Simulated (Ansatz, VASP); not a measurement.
CdS (Greenockite): VASP beside Ansatz

The input INCAR:

```
PREC = Accurate
ENCUT = 520
EDIFF = 1E-7
ISMEAR = -1
SIGMA = 0.05
LREAL = False
LASPH = True
NELM = 80
ALGO = Normal
ISIF = 2
LWAVE = False
LCHARG = False
GGA = PS
NBANDS = 26
```

The input KPOINTS:

```
regular mesh
0
Gamma
  7 7 4
```

POSCAR

```
CdS
1.0
    4.2046115259      0.0000000000      0.0000000000
   -2.1023057629      3.6413003944      0.0000000000
    0.0000000000      0.0000000000      6.8256549035
Cd S
2 2
Direct
    0.6666666667      0.3333333333      0.5000000000
    0.3333333333      0.6666666667      0.0000000000
    0.6666666667      0.3333333333      0.8750000000
    0.3333333333      0.6666666667      0.3750000000
```

File input.yaml:

```yaml
crystal:
  lattice:
    - [4.2046115259, 0.0, 0.0]
    - [-2.1023057629, 3.6413003944, 0.0]
    - [0.0, 0.0, 6.8256549035]
  atoms:
    - { symbol: Cd, position: [0.6666666667, 0.3333333333, 0.5] }
    - { symbol: Cd, position: [0.3333333333, 0.6666666667, 0.0] }
    - { symbol: S, position: [0.6666666667, 0.3333333333, 0.875] }
    - { symbol: S, position: [0.3333333333, 0.6666666667, 0.375] }
kpoints:
  mp_grid: { grid: [7, 7, 4] }
scf:
  occupations: { method: fermi_dirac, width: 0.05 }
hamiltonian:
  xc: pbesol
  pseudopotentials: { kind: all_electron, lapw: { basis_error: 0.002 } }
output:
  forces: true
  stress: true
  eigenvalues: true
```

Change from the starting cell: volume scaled by 1.04.

Alike in both runs: task single point; functional PBEsol; k mesh 7 × 7 × 4; occupations fermi-dirac, width 0.05 eV; no spin polarisation.

```csv
,VASP,Ansatz
version,VASP 6.6.1,Ansatz 0.2.0
potentials or method,"VASP PAW PBE potentials, release 64 (Cd, S)","all-electron LAPW, scalar-relativistic"
plane-wave cutoff (eV),520,see its input
```

Ansatz gave:

```
gap on the k mesh at the Fermi level (eV)       : 0.97
least direct gap on the mesh (eV)               : 0.97
pressure (GPa)                                  : -3.0
largest component of the traceless stress (GPa) : 0.30
rms of the force components (eV/Å)              : 0.033
```

**Question.** Estimate VASP's values.

**Answer.** gap on the k mesh at the Fermi level (eV): 0.97; least direct gap on the mesh (eV): 0.97; pressure (GPa): -2.7; largest component of the traceless stress (GPa): 0.32; rms of the force components (eV/Å): 0.034.

Atom by atom the forces differ by 0.001 eV/Å (rms over components). Ansatz ran all-electron here, so the differences hold the error of VASP's frozen core and of both bases.

Caveats: the PAW data sets were made with another functional, which shifts forces and pressure a little (VASP).
